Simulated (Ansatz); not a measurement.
Te₂Mo: what symmetry allows forces and stress to be

```
Te Mo
1.0
     3.77022    0.09442   -0.07380
    -1.80334    3.12348    0.00000
    -0.36327   -0.20976   16.71217
Te Mo
2 1
Direct
  0.33669 0.66835 0.89956
  0.33798 0.66899 0.10045
  0.99199 0.99600 0.99999
```

The calculation used DFT PBEsol, scalar-relativistic, plane waves, PAW in Ansatz.

Settings: cutoff 420 eV, Γ-centred mesh 9×9×2 on the computed 3-atom cell, Gaussian smearing of 0.02 eV; no spin polarisation.

This distorted cell has space group Cm, with 2 operations.

Without a calculation: in which directions can each atom feel a force?

A force must be left unchanged by every operation that keeps its atom in place, so it lies in the space that those operations leave fixed. Atoms that the group maps onto each other feel forces of one size.
```json
{"atom": "Te1", "site symmetry": "m", "operations at the site": "2", "equivalent to atom": "1", "allowed force (Cartesian)": "in the plane normal to (-0.50, 0.87, 0.00)"}
{"atom": "Te2", "site symmetry": "m", "operations at the site": "2", "equivalent to atom": "2", "allowed force (Cartesian)": "in the plane normal to (-0.50, 0.87, 0.00)"}
{"atom": "Mo3", "site symmetry": "m", "operations at the site": "2", "equivalent to atom": "3", "allowed force (Cartesian)": "in the plane normal to (-0.50, 0.87, 0.00)"}
```

That leaves 6 independent force components of 9, tied by 2 conditions that the forces sum to zero, so 4 remain. A relaxation in this cell that keeps the symmetry moves the atoms in these directions alone.

And the stress tensor?

It must be invariant under the point group, which leaves 4 independent components. Linear relations between components hold in this frame.

Do the computed values obey this?

Yes. Forces (eV/Å):
```
Te1 -0.543 -0.314 -0.666
Te2  0.376  0.217  0.755
Mo3  0.168  0.097 -0.088
```

Stress (GPa, compression positive, xx yy zz yz xz xy): -2.88 -2.22 1.88 0.75 1.30 -0.57. The program imposes the same operations on density, forces and stress, so this confirms the analysis and is no independent test of the calculation.

  The cell holds layers, and where no dispersion correction was added their binding is poorly described.

This form isn't the usual stable structure of the compound.